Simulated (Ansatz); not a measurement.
Runs of Ansatz 0.2.0 on Bi2Se3 (Paraguanajuatite). Symmetry: R-3m, No. 166, trigonal system. The conventional cell has a = 4.143 Å, b = 4.143 Å, c = 28.636 Å, α = 90.00°, β = 90.00°, γ = 120.00°. Around Bi (site symmetry 3m) lie 6 Se at 2.85 to 3.07 Å. Se (site symmetry 3m) has 3 Bi at 2.85 Å as nearest neighbours. Around Se (site symmetry -3m) lie 6 Bi at 3.07 Å. 

```csv
potentials or basis,cutoff (eV),gap on the mesh (eV),pressure (GPa),relaxed volume (Å³/atom)
Ansatz PAW earlier set,580,0.71,0.0,(a)
Ansatz PAW earlier set,600,0.71,0.0,(b)
SPMS NC,816,0.63,0.0,31.43
Ansatz PAW,420,0.69,0.0,31.62
JTH PAW,1800,0.71,0.0,31.69
```

Alike in all rows: task relaxation of cell and atoms; level PBE; no spin polarisation; cell relaxed; k mesh 8 × 8 × 8; smearing fermi-dirac 0.05 eV.

Task: Fill in the values left out.

Result: (a) 31.73; (b) 31.71.

Caveats: the plane-wave basis is chosen anew once the cell has moved, so the energies of steps on either side of that aren't comparable; spin-orbit coupling is left out, which as a rule narrows the gap of such compounds by several tenths of an eV.

A k mesh can miss the band edges, and the runs leave out spin-orbit coupling on Bi, Se.

The runs don't all hold the same shells in valence.
